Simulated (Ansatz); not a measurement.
**Be (Fm-3m)**

Level of theory: DFT PBE, scalar-relativistic, plane waves, PAW in Ansatz.

Cutoff 420 eV; k points 30×30×30 on the computed 1-atom cell (Γ-centred); Gaussian smearing, width 0.10 eV; no spin polarisation.

The structure is relaxed at this level of theory with its symmetry kept, and needn't be the ground state of this composition.

```cif
data_structure
_symmetry_space_group_name_H-M 'Fm-3m'
_symmetry_Int_Tables_number 225
_cell_length_a 3.1568
_cell_length_b 3.1568
_cell_length_c 3.1568
_cell_angle_alpha 90.000
_cell_angle_beta 90.000
_cell_angle_gamma 90.000
_cell_volume 31.46
loop_
_atom_site_label
_atom_site_type_symbol
_atom_site_symmetry_multiplicity
_atom_site_Wyckoff_symbol
_atom_site_fract_x
_atom_site_fract_y
_atom_site_fract_z
_atom_site_occupancy
Be1 Be 4 a 0.00000 0.00000 0.00000 1
```

* Space group: Fm-3m (No. 225)
* Volume per atom: 7.86 Å³
* Energy over the standard state (uncorrected): +0.082 eV/atom
* Kohn–Sham band gap: none (metal)
* Density of states at the Fermi level: 0.1 states/eV per cell
* Bader charge by site (e): Be (1 in the cell) 0.00

The cell was found from a structure generator's guess, not taken from experiment.
